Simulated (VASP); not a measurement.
Wanted: the native input for a VASP 6.6.1 run.

```yaml
Task: band structure
Functional: TB-mBJ
Potentials_or_basis: VASP PAW PBE potentials, release 64 (Zn, S)
Cutoff: 520 eV
k_mesh: 10 × 10 × 10
Occupations: gaussian, width 0.02 eV
Spin: no spin polarisation
Ladder: gaps
Further_INCAR_settings: ALGO = Normal; EDIFF = 1e-06
```

The system is ZnS.

```
Zn S
1.0
     0.00000    2.70200    2.70200
     2.70200    0.00000    2.70200
     2.70200    2.70200    0.00000
Zn S
1 1
Direct
  0.75000 0.75000 0.75000
  0.00000 0.00000 0.00000
```

One way to write it, as run:

POSCAR

```
ZnS
1.0
    0.0000000000      2.7020000000      2.7020000000
    2.7020000000      0.0000000000      2.7020000000
    2.7020000000      2.7020000000      0.0000000000
Zn S
1 1
Direct
    0.7500000000      0.7500000000      0.7500000000
    0.0000000000      0.0000000000      0.0000000000
```

INCAR.step1

```
ALGO = Normal
EDIFF = 1E-5
ENCUT = 520
GGA = PE
ISIF = 2
ISMEAR = 0
LASPH = True
LCHARG = False
LREAL = False
LWAVE = True
NELM = 80
PREC = Accurate
SIGMA = 0.02
```

INCAR.step2

```
ALGO = Normal
EDIFF = 1E-6
ENCUT = 520
ISIF = 2
ISMEAR = 0
ISTART = 1
LASPH = True
LCHARG = False
LREAL = False
LWAVE = False
METAGGA = MBJ
NELM = 80
PREC = Accurate
SIGMA = 0.02
```

KPOINTS

```
k-points
0
Gamma
  10 10 10
```

KPOINTS_OPT

```
path GXWKGLUWLK,UX
10
line-mode
reciprocal
 0.0000000000  0.0000000000  0.0000000000  G
 0.5000000000  0.0000000000  0.5000000000  X

 0.5000000000  0.0000000000  0.5000000000  X
 0.5000000000  0.2500000000  0.7500000000  W

 0.5000000000  0.2500000000  0.7500000000  W
 0.3750000000  0.3750000000  0.7500000000  K

 0.3750000000  0.3750000000  0.7500000000  K
 0.0000000000  0.0000000000  0.0000000000  G

 0.0000000000  0.0000000000  0.0000000000  G
 0.5000000000  0.5000000000  0.5000000000  L

 0.5000000000  0.5000000000  0.5000000000  L
 0.6250000000  0.2500000000  0.6250000000  U

 0.6250000000  0.2500000000  0.6250000000  U
 0.5000000000  0.2500000000  0.7500000000  W

 0.5000000000  0.2500000000  0.7500000000  W
 0.5000000000  0.5000000000  0.5000000000  L

 0.5000000000  0.5000000000  0.5000000000  L
 0.3750000000  0.3750000000  0.7500000000  K

 0.6250000000  0.2500000000  0.6250000000  U
 0.5000000000  0.0000000000  0.5000000000  X
```

Potentials or basis: VASP PAW PBE potentials, release 64 (Zn, S).

The run is started by

```console
$ cat potpaw_PBE.64/Zn/POTCAR potpaw_PBE.64/S/POTCAR > POTCAR
$ cp INCAR.step1 INCAR
$ mpirun -np 1 vasp_std > vasp.out
$ cp INCAR.step2 INCAR
$ mpirun -np 1 vasp_std > vasp.out
```

It gave:

| Property | Result |
| --- | --- |
| Band gap on the k mesh | 3.70 eV, direct |
| Band gap along the path | 3.70 eV, direct |

Run time: 64 s on 1 thread of Intel(R) Xeon(R) 6975P-C (Granite Rapids), with other jobs on the host, peak memory 0.18 GiB.
